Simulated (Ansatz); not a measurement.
# diamond against fcc along the 3d metals

Theory: DFT, m-r2SCAN, plane waves (500 eV) with PAW, scalar-relativistic (Ansatz). The PAW files were generated under PBE, with cores re-solved for the functional.

Each structure is relaxed within its symmetry, in the lowest magnetic state of the tried starts. Differences under about 8 meV lie within the error of the k-point mesh.

| element | E(diamond) − E(fcc) (meV/atom) | V(diamond) (Å³/atom) | V(fcc) (Å³/atom) | state of diamond | state of fcc |
| --- | --- | --- | --- | --- | --- |
| Sc | 2107 | 31.94 | 25.12 | non-magnetic | ferromagnetic |
| Ti | 2333 | 26.82 | 17.34 | ferromagnetic | non-magnetic |
| V | 2283 | 19.67 | 13.72 | ferromagnetic | non-magnetic |
| Fe | 1156 | 13.91 | 10.18 | non-magnetic | antiferromagnetic |
| Co | ? | ? | ? | ? | ? |
| Ni | 1285 | 15.80 | 10.46 | ferromagnetic | ferromagnetic |

Task: Fill in the row of Co.

Result: E(diamond) − E(fcc) (meV/atom): 1323; V(diamond) (Å³/atom): 14.30; V(fcc) (Å³/atom): 10.49; state of diamond: ferromagnetic; state of fcc: ferromagnetic.

m-r²SCAN is r²SCAN on the gauge-invariant kinetic-energy density; without spin polarisation the two are equal.
